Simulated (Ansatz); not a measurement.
# BAs: the cost of one run

Program: Ansatz 0.2.0. Level of theory: DFT r2SCAN, scalar-relativistic, plane waves, PAW. These are calculated values, not measurements.

1 further run of the same task is left out (set aside as unsound or not needed). Runs told in other sessions of the task aren't counted.

### 1 The starting structure

The structure is cubic, space group F-43m (No. 216). The conventional cell has a = 4.784 Å, b = 4.784 Å, c = 4.784 Å, α = 90.00°, β = 90.00°, γ = 90.00°. B (site symmetry -43m) has 4 As at 2.07 Å in its first shell of neighbours. As (site symmetry -43m) has 4 B at 2.07 Å in its first shell of neighbours.

Coordinates:

```
CELL_PARAMETERS angstrom
0.00000 2.39192 2.39192
2.39192 0.00000 2.39192
2.39192 2.39192 0.00000
ATOMIC_POSITIONS crystal
B 0.00000 0.00000 0.00000
As 0.75000 0.75000 0.75000
```

This cell was relaxed beforehand with the same method: volume 13.68 Å³/atom, gap on the mesh 1.37 eV.

### 2 The undisturbed cell

Contents of input.yaml:

```yaml
crystal:
  lattice:
    - [0.0, 2.3919171969, 2.3919171969]
    - [2.3919171969, 0.0, 2.3919171969]
    - [2.3919171969, 2.3919171969, 0.0]
  atoms:
    - { symbol: B, position: [0.0, 0.0, 0.0] }
    - { symbol: As, position: [0.75, 0.75, 0.75] }
basis:
  ecutwfc: 500
kpoints:
  mp_grid: { grid: [10, 10, 10] }
hamiltonian:
  xc: r2scan
scf:
  occupations: { method: gaussian, width: 0.05 }
output:
  forces: true
  stress: true
  eigenvalues: true
```

Launch:

```bash
> ansatz run input.yaml --threads 1 --pin off --max-ram 2560MiB --backend cpu --events-out ev --progress --plain --runs-dir out
```

**Question.** How long does this run take on 1 thread of Intel Xeon at 2.50GHz (Skylake/Cascade Lake), shared host, and how much memory does it need?

About 7.1 s, with a peak of 0.39 GiB.
